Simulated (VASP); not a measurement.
VASP inputs for MoS2 (CdCl2 (3R octahedral) bulk)

INCAR

```
ISMEAR = -1
SIGMA = 0.02
NBANDS = 20
LCHARG = .FALSE.
ENCUT = 520
NSW = 0
EDIFF = 1E-7
LREAL = .FALSE.
LASPH = .TRUE.
NELM = 120
IBRION = -1
LWAVE = .FALSE.
ISIF = 2
PREC = Accurate
GGA = CA
```

KPOINTS

```
KPOINTS created by Atomic Simulation Environment
0
Gamma
10 10 10
0 0 0
```

KPOINTS_OPT

```
special points
10
Reciprocal
0.0000000000 0.0000000000 0.0000000000 1
0.5000000000 0.0000000000 0.0000000000 1
0.5000000000 0.1820033032 -0.1820033032 1
0.8179966968 0.5000000000 0.1820033032 1
0.5000000000 0.5000000000 0.5000000000 1
0.3410016516 0.0000000000 -0.3410016516 1
0.6589983484 0.3410016516 0.0000000000 1
0.5000000000 0.5000000000 0.0000000000 1
0.6589983484 0.6589983484 0.1820033032 1
0.5000000000 0.1638029729 -0.1638029729 1
```

POSCAR

```
Mo S
 1.0000000000000000
     1.5965300377901750    0.9217570470874814    6.0772314159573835
    -1.5965300377901750    0.9217570470874814    6.0772314159573835
    -0.0000000000000000   -1.8435140941749628    6.0772314159573835
 Mo  S
   1   2
Cartesian
  0.0000000000000000  0.0000000000000000 -0.0000000000000000
 -0.0000000000000000  0.0000000000000000  4.5110085587781157
 -0.0000000000000000  0.0000000000000001 13.7206856890940347
```

VASP ran with the recommended LDA PAW datasets (26 valence electrons in the cell).

Question: What does this run give?

Answer: gap between bands v and c -0.65 eV (bands overlap: a metal); least direct gap 0.00 eV; pressure -5.4 GPa; largest force 0.20 eV/Å.

Band v is the last that the valence electrons fill when counted band by band, and c is the next. Levels in eV from the top of v:

```csv
point,v−1,v,c,c+1
Γ,-1.29,-1.29,-0.51,-0.51
L,-2.24,-1.81,0.71,1.56
B1,-3.58,-0.14,0.24,0.55
B,-3.58,-0.14,0.24,0.55
Z,-1.28,-0.65,-0.65,-0.41
X,-3.60,-0.11,0.36,0.42
Q,-3.60,-0.11,0.36,0.42
F,-2.61,-2.10,0.71,1.31
```
